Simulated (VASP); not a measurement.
Wanted: the native input for a VASP 6.6.1 run.

```
Task                   : single point
Functional             : PBE
Dispersion             : D3(BJ)
Potentials or basis    : VASP PAW PBE potentials, release 64 (As)
Cutoff                 : 520 eV
k mesh                 : 6 × 6 × 1
Occupations            : gaussian, width 0.1 eV
Spin                   : no spin polarisation
Dipole correction      : yes
Further INCAR settings : ALGO = Normal; EDIFF = 1e-07; NBANDS = 12
```

The structure of As lies in POSCAR:

```
As
1.0
    3.5793730620      0.0000000000      0.0000000000
   -1.7896865310      3.0998280013      0.0000000000
    0.0000000000      0.0000000000     28.5742413778
As
2
Direct
    0.3333333333      0.6666666667      0.4756221594
    0.6666666667      0.3333333333      0.5243778406
```

The slab is cut from a database's or a generator's crystal, which needn't be the stable form of the element.

The input as run:

INCAR

```
SYSTEM = As
PREC = Accurate ; ENCUT = 520
EDIFF = 1E-7 ; ISMEAR = 0
SIGMA = 0.1 ; LREAL = .FALSE.
LASPH = .TRUE. ; NELM = 80
ALGO = Normal ; ISIF = 2
LWAVE = .FALSE. ; LCHARG = .FALSE.
LDIPOL = .TRUE. ; IDIPOL = 3
DIPOL = 0.5 0.5 0.500 ; GGA = PE
IVDW = 12 ; NBANDS = 12
```

KPOINTS

```
Automatic mesh
0
G
  6 6 1
  0 0 0
```

Potentials or basis: VASP PAW PBE potentials, release 64 (As).

The run is started by

```console
$ cat potpaw_PBE.64/As/POTCAR > POTCAR
$ mpirun -np 1 vasp_std > vasp.out
```

Results of the run:

* Largest force: 0.092 eV/Å
* Band gap on the k mesh: 1.58 eV, indirect (least direct gap 2.01 eV)
* Dispersion energy per atom: -0.211 eV

Run time: 110 s on 1 thread of AMD EPYC 7571 (shared host), peak memory 0.36 GiB.
